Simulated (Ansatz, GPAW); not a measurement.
## One calculation of Zr, 3 ways

```
Zr
1.0
     3.23200    0.00000    0.00000
    -1.61600    2.79899    0.00000
     0.00000    0.00000    5.14700
Zr
2
Direct
  0.66667 0.33333 0.75000
  0.33333 0.66667 0.25000
```

Alike in all runs: task band structure; functional RPBE; k mesh 9 × 9 × 5; occupations fermi-dirac, width 0.05 eV; no spin polarisation; no spin-orbit coupling. Pressure is positive in compression and, in plane waves, holds the error of the finite cutoff, which Ansatz's Pulay term estimates and takes out.

```tsv
program and potentials	plane-wave cutoff (eV)	notes	pressure (GPa)
Ansatz, Ansatz PAW	420	potentials made for PBE, which Ansatz adapts in part	2.72
Ansatz, all-electron LAPW, scalar-relativistic	-	-	2.74
GPAW, the program's PAW data sets (release 1.2.1) made for this functional	600	-	2.44
```

The pressure spans 2.44 (GPAW, the program's PAW data sets (release 1.2.1) made for this functional) to 2.74 GPa (Ansatz, all-electron LAPW, scalar-relativistic), with all-electron results at 2.74. Some sets were made for another functional than the one run, which can shift their rows.

The functional is the same throughout but for its coding, so the spread measures potentials, basis and numerics; runs on potential files found faulty are left out.
